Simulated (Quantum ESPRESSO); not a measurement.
Ta2N: equation of state with PBEsol

Crystal: Ta2N.

```xyz
3
Lattice="3.1129 0.0000 0.0000 -1.5564 2.6958 0.0000 0.0000 0.0000 4.8698" Properties=species:S:1:pos:R:3 pbc="T T T"
Ta    0.0000    1.7972    1.2404
Ta    1.5564    0.8986    3.6294
N     0.0000    0.0000    0.0000
```

The cell comes from a database or a generator and needn't be the stable form of this composition.

```json
{
  "Program": "Quantum ESPRESSO 7.5",
  "Task": "equation of state",
  "Functional": "PBEsol",
  "Potentials or basis": "GBRV 1.5 PBEsol",
  "Cutoff": "762 eV",
  "Density cutoff": "6095 eV",
  "k mesh": "10 × 10 × 6",
  "Occupations": "fermi-dirac, width 0.05 eV",
  "Spin": "no spin polarisation",
  "Mixing beta": "0.5",
  "Most SCF iterations": "120",
  "SCF threshold": "6e-10 Ry"
}
```

```
Equilibrium volume                        : 13.19 Å³/atom
Bulk modulus at fixed shape and positions : 303 GPa
Pressure derivative of the bulk modulus   : 4.4
```

Energy against volume, from the lowest point:
| volume (Å³/atom) | energy (meV/atom) |
| --- | --- |
| 12.805 | 10.40 |
| 13.077 | 0.00 |
| 13.350 | 0.75 |
| 13.622 | 11.50 |
| 13.895 | 31.20 |
| 14.167 | 58.92 |
| 14.439 | 93.82 |

All runs of the series together: 3.3 min on 2 threads of Intel(R) Xeon(R) Platinum 8375C CPU @ 2.90GHz (Ice Lake) (shared host).

Caveat: the cell was scaled at fixed shape and fractional positions, which overstates the stiffness of a crystal with free parameters, most of all of layers and chains. Spin-orbit coupling is left out, which matters for the levels of Ta.
